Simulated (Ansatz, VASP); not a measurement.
**TePb in VASP and in Ansatz**

```xyz
2
Lattice="0.0000 3.2679 3.2679 3.2679 0.0000 3.2679 3.2679 3.2679 0.0000" Properties=species:S:1:pos:R:3 pbc="T T T"
Te    3.2679    3.2679    3.2679
Pb    0.0000    0.0000    0.0000
```

Alike in both runs: task single point; functional PBE; k mesh 8 × 8 × 8; no spin polarisation.

|  | VASP | Ansatz |
| --- | --- | --- |
| version | VASP 6.6.1 | Ansatz 0.2.0 |
| potentials or method | VASP PAW PBE potentials, release 64 (Te, Pb_d) | plane waves, PAW |
| plane-wave cutoff (eV) | 520 | 420 |
| occupations | gaussian, width 0.01 eV | fixed |
| valence electrons in the cell | 20 | 30 |

```tsv
	VASP	Ansatz	Ansatz less VASP
gap on the k mesh at the Fermi level (eV)	0.80	0.80	-0.005
pressure (GPa)	0.6	0.6	+0.06
```

The two sets of potentials don't hold the same shells in valence.

Caveats: spin-orbit coupling is left out, which as a rule narrows the gap of such compounds by several tenths of an eV. A k mesh can miss the band edges.
